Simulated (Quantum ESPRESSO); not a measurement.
# Cu2O (Cuprite) under changes of volume

One of the cells (12.885 Å³/atom); the others are scaled copies at fixed shape and fractional positions:

```
CELL_PARAMETERS angstrom
4.26000 0.00000 0.00000
0.00000 4.26000 0.00000
0.00000 0.00000 4.26000
ATOMIC_POSITIONS crystal
Cu 0.75000 0.25000 0.75000
Cu 0.75000 0.75000 0.25000
Cu 0.25000 0.75000 0.75000
Cu 0.25000 0.25000 0.25000
O 0.50000 0.50000 0.50000
O 0.00000 0.00000 0.00000
```

```yaml
Program: Quantum ESPRESSO 7.5
Functional: PBE
Potentials_or_basis: SSSP 1.3 efficiency PBE
Cutoff: 748 eV
Density_cutoff: 5987 eV
k_mesh: 6 × 6 × 6
Occupations: fermi-dirac, width 0.05 eV
Spin: no spin polarisation
```

| volume (Å³/atom) | energy over the lowest point (meV/atom) | pressure (GPa) | gap on the mesh (eV) |
| --- | --- | --- | --- |
| 12.112 | 41.24 | 12.2 | 0.69 |
| 12.369 | 23.65 | 8.8 | 0.63 |
| 12.627 | 11.31 | 5.8 | 0.58 |
| 12.885 | ? | ? | ? |
| 13.142 | 0.00 | 0.6 | 0.49 |
| 13.400 | 0.15 | -1.6 | 0.45 |
| 13.658 | 3.58 | -3.5 | 0.41 |

Q: What does the run at 12.885 Å³/atom give?

A: Energy over the lowest point 3.58 meV/atom; pressure 3.0 GPa; gap on the mesh 0.54 eV.

Worked out: A Birch-Murnaghan fit of order 3 (a polynomial in V^(-2/3)) to the other rows has its minimum at 13.26 Å³/atom with B0 = V·E''(V) = 112 GPa and B' = 4.9. It gives 3.57 meV/atom at 12.885 Å³/atom, against the run's 3.58, and -dE/dV = 3.5 GPa, against 3.0. A straight line through the other rows of the gap, of slope -2.3 eV per unit of ln V (its deformation potential), gives 0.54 eV, against the run's 0.54.

Energies are extrapolated to zero smearing.

A mesh can miss the band edges.
